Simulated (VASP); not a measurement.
The system is ZnS (Wurtzite-2H).

```
CELL_PARAMETERS angstrom
3.81100 0.00000 0.00000
-1.90550 3.30042 0.00000
0.00000 0.00000 6.23400
ATOMIC_POSITIONS crystal
Zn 0.66667 0.33333 0.50000
Zn 0.33333 0.66667 0.00000
S 0.66667 0.33333 0.88500
S 0.33333 0.66667 0.38500
```

```yaml
Program: VASP 6.6.1
Task: relaxation of cell and atoms
Functional: PBE
Potentials_or_basis: VASP PAW PBE potentials, release 64 (Zn, S)
Cutoff: 600 eV
k_mesh: 8 × 8 × 5
Occupations: fermi-dirac, width 0.05 eV
Spin: no spin polarisation
```

At the start: pressure 2.5 GPa; volume 19.60 Å³/atom.

Question: How do energy, volume and symmetry change on relaxing?

Answer: Over 7 steps the energy falls by 9.8 meV/atom and the volume is 20.22 Å³/atom (+3.2 %); space group P6_3mc (No. 186, to 0.05 Å).

Step by step:
```csv
step,energy change (eV),largest force (eV/Å),pressure (GPa),volume (Å³)
1,0.0000,0.3226,2.49,78.41
2,-0.0315,0.0914,-0.81,81.92
3,-0.0329,0.1289,-0.26,81.30
4,-0.0329,0.1253,-0.34,81.36
5,-0.0361,0.0672,-0.14,81.10
6,-0.0376,0.0013,0.08,80.84
7,-0.0390,0.0133,0.02,80.88
```

Final structure:
```
Zn S
1.0
     3.85117    0.00000    0.00000
    -1.92558    3.33521    0.00000
     0.00000    0.00000    6.29719
Zn S
2 2
Direct
  0.66667 0.33333 0.50479
  0.33333 0.66667 0.00479
  0.66667 0.33333 0.88021
  0.33333 0.66667 0.38021
```
